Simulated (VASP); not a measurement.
A run of VASP 6.6.1 is set up as follows.

Contents of INCAR:

```
ALGO     = Normal         # electronic algorithm
EDIFF    = 1E-7           # SCF threshold, eV
ENCUT    = 520            # plane-wave cutoff, eV
GGA      = PE             # functional
ISIF     = 2              # what is computed and relaxed
ISMEAR   = -5             # smearing method
LASPH    = True           # aspherical terms in the spheres
LCHARG   = False          # write CHGCAR
LREAL    = False          # projectors in reciprocal space
LWAVE    = False          # write WAVECAR
NBANDS   = 20             # bands
NELM     = 60             # most SCF steps
PREC     = Accurate       # precision mode
SIGMA    = 0.1            # smearing width, eV
```

Contents of KPOINTS:

```
k-points
0
Gamma
  6 6 6
```

Contents of POSCAR:

```
WS2
1.0
    1.5858867090      0.9156121184      6.2374759783
   -1.5858867090      0.9156121184      6.2374759783
    0.0000000000     -1.8312242367      6.2374759783
W S
1 2
Direct
    0.0006662242      0.0006662242      0.0006662242
    0.2505579538      0.2505579538      0.2505579538
    0.4174758221      0.4174758221      0.4174758221
```

Potentials or basis: VASP PAW PBE potentials, release 64 (W_sv, S).

Launch:

```sh
$ cat potpaw_PBE.64/W_sv/POTCAR potpaw_PBE.64/S/POTCAR > POTCAR
$ mpirun -np 1 vasp_std > vasp.out
```

Question: What does it give for the pressure?

Answer: 3.2 GPa.

Question: Predict the band gap on the k mesh.

Answer: 1.09 eV, indirect (least direct gap 1.84 eV).

Stress tensor (GPa, compression positive):
```
2.78 0.00 0.00
0.00 2.78 0.00
0.00 0.00 4.16
```

Caveat: spin-orbit coupling is left out, which moves the levels of the heavy elements. Expect the measured gap to be larger: semilocal functionals such as PBE lack the derivative discontinuity.
